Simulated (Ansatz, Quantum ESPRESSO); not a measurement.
## SiO2 [001], stishovite: pulling along c

The c axis is held at a set length while the cell relaxes sideways. How do the lateral strain and the stress follow? The strained cell has c along the load; unstrained it is a = 4.1947 Å, b = 4.1947 Å, c = 2.6787 Å, α = 90.00°, β = 90.00°, γ = 90.00°, with 6 atoms.

Calculated with Quantum ESPRESSO 7.5, PBEsol, GBRV 1.5 ultrasoft potentials, cutoff 680 eV, Fermi–Dirac smearing 0.02 eV, k-mesh 7×7×10, no spin polarisation, no spin-orbit coupling.

Relaxed positions at 0 %:

```
atom       x       y       z
  Si  0.0000  0.0000  0.0000
  Si  0.5000  0.5000  0.5000
   O  0.3060  0.3060  0.0000
   O  0.1940  0.8060  0.5000
   O  0.6940  0.6940  0.0000
   O  0.8060  0.1940  0.5000
```

```csv
ε_c (%),a (Å),c (Å),ε_a (%),"σ (GPa, tension positive)"
−3,4.2341,2.5984,0.938,−19.97
−2,4.2207,2.6251,0.619,−12.88
0,4.1947,2.6787,0.000,0.01
1,4.1823,2.7055,−0.297,5.85
2,4.1700,2.7323,−0.590,11.31
3,4.1583,2.7591,−0.870,16.43
```

**Question.** Fit both responses and give the free strain and the stress at −1 %, a row left out above.

Least squares with y = y0 + y1 ε + y2 ε² (ε in %) gives ε_a = 0.000 + (−0.3016) ε + (0.0037) ε² and σ = 0.00 + (6.060) ε + (−0.197) ε² GPa. The linear terms put the ratio of free to applied strain at −0.302 and the Young modulus at 606 GPa.

At −1 % the free strain comes out as 0.305 %. The run itself gives 0.306 %, so the estimate misses by 0.001 %, a rounding's worth.

The stress comes out as −6.26 GPa. The run itself gives −6.23 GPa, so the estimate misses by 0.03 GPa; the fitted rows themselves lie up to 0.03 GPa off the law.

The negative ε² term means that the crystal stiffens in compression and softens in tension.

The same fit over all rows at other levels or in other programs gives the strain ratio = −0.303 with PBEsol (Ansatz) and −0.294 with PBEsol (Quantum ESPRESSO, PseudoDojo).

[Logs are printed without paths, hosts, clocks, repeated set-up lines and the standing remarks that a program may print on its own settings, such as how far it seeks lower states.]
